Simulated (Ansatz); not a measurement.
The structure below was relaxed with plane-wave PAW DFT at the PBEsol level (Ansatz, a quantum-chemistry and plane-wave program, 420 eV), scalar-relativistic without spin-orbit coupling, at pressure 4.2 GPa.

Space group R-3c, hexagonal axes (No. 167); a = b = 5.316 Å, c = 12.964 Å, α = β = 90.00°, γ = 120.00°

| atom | site | symmetry | x | y | z |
|---|---|---|---|---|---|
| La | 6a | 32 | 0.0000 | 0.0000 | 0.2500 |
| Al | 6b | -3. | 0.0000 | 0.0000 | 0.0000 |
| O | 18e | .2 | 0.4673 | 0.4673 | 0.2500 |

Problem. Write out a cell with all atoms.

Solution. 
```
LaAlO3
1.0
    5.31579     0.00000     0.00000
   -2.65790     4.60361     0.00000
    0.00000     0.00000    12.96352
La Al O
6 6 18
Cartesian
  0.00000   3.06908  11.88323
  0.00000   3.06908   5.40147
  0.00000   0.00000   3.24088
  0.00000   0.00000   9.72264
  2.65790   1.53454   7.56205
  2.65790   1.53454   1.08029
  0.00000   0.00000   0.00000
  0.00000   3.06908   2.16059
  2.65790   1.53454   4.32117
  0.00000   0.00000   6.48176
  0.00000   3.06908   8.64235
  2.65790   1.53454  10.80293
  2.83176   0.00000   3.24088
 -1.41588   2.45238   3.24088
  1.24202   2.15124   3.24088
 -0.17386   1.53454   1.08029
  1.41588   3.68577   1.08029
 -1.24202   3.98691   1.08029
  0.17386   1.53454   7.56205
  1.24202   3.98691   7.56205
 -1.41588   3.68577   7.56205
  2.48403   3.06908   5.40147
  1.41588   0.61670   5.40147
  4.07378   0.91784   5.40147
  2.83176   3.06908  11.88323
  1.24202   0.91784  11.88323
  3.89991   0.61670  11.88323
  2.48403   0.00000   9.72264
 -1.24202   2.15124   9.72264
  1.41588   2.45238   9.72264
```
This is the conventional cell.

Load acts through the strain it causes; cell and atoms are relaxed under it. Stability against distortions was not tested. The cell was made from LaAlO$_{3}$ (space group R-3c, No. 167) by this change: pressure 4.2 GPa.
